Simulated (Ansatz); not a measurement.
Diamond Ge, relaxed with r2SCAN in Ansatz. The symmetry is Fd-3m (No. 227, cubic); a = 5.674 Å in the conventional setting, 22.83 Å³ an atom. Ge has 4 Ge at 2.46 Å.

The axes x, y and z are those of this cell:
```
CELL_PARAMETERS angstrom
0.00000 2.83687 2.83687
2.83687 0.00000 2.83687
2.83687 2.83687 0.00000
ATOMIC_POSITIONS crystal
Ge 0.00000 0.00000 0.00000
Ge 0.25000 0.25000 0.25000
```

Unstrained: The r2SCAN gap is direct at Γ: 0.362 eV. The HSE06 gap is indirect, 0.776 eV (Γ to L), below the direct gap of 0.779 eV at Γ. Least and direct gap differ so little that the kind isn't settled. A second conduction valley, at Γ, lies only 3 meV higher, so their order isn't settled. Meshes: r2SCAN 8×8×8, HSE06 6×6×6. Strains are changes of length per length, and xy shears are angles. After each strain the atoms were relaxed again with r2SCAN within the symmetry that the strain leaves, so tilts or polar shifts that break it weren't tested; points keep the names that they have in the unstrained zone. The values are computed, spin-unpolarised, and not measurements.

**Question.** One strain changed the r2SCAN stress by xx -1.17, yy -0.39, zz -0.39 GPa (compression positive) and the gap by -0.116 eV (r2SCAN), -0.119 eV (HSE06). Which kind of strain was it, and roughly how large?

**Answer.** Uniaxial +0.93 % along x, other directions held. The pattern of the stress gives the kind; the size needs the stiffness, so it is an estimate.

**Question.** Estimate what xy shear, engineering strain (angle) +0.3 % does to the gap.

**Answer.** r2SCAN: the gap goes from 0.362 to 0.349 eV (-0.013 eV); with r2SCAN the top three valence levels at Γ, degenerate before, become 1+1+1 from the top over 25 meV. HSE06: the gap goes from 0.776 to 0.747 eV (-0.029 eV). The r2SCAN energy rises by 0.0 meV an atom.

**Question.** Apply epitaxial -5.56 % in the xy plane, free normal strain +3.84 %. How far does the gap move, against the unstrained cell?

**Answer.** r2SCAN: the gap goes from 0.362 to 0.088 eV (-0.274 eV); it turns from direct (Γ) to indirect (Γ → Γ–X (0.75)); so small a gap is at the limit of these settings; with r2SCAN the top three valence levels at Γ, degenerate before, become 2+1 from the top over 905 meV. HSE06: the gap goes from 0.776 to 0.468 eV (-0.308 eV); the edges go from Γ → L to Γ → Γ–X (0.67). The r2SCAN energy rises by 70.7 meV an atom.

The runs are scalar-relativistic, without spin-orbit coupling.

Gaps or overlaps of about a tenth of an eV are at the limit of these meshes: between the points read a gap can be smaller or closed.

The meshes of the hybrids are coarse, so their gaps aren't converged to the digits shown.

The splittings at Γ are without spin-orbit coupling, which regroups them where it is of like size or larger.
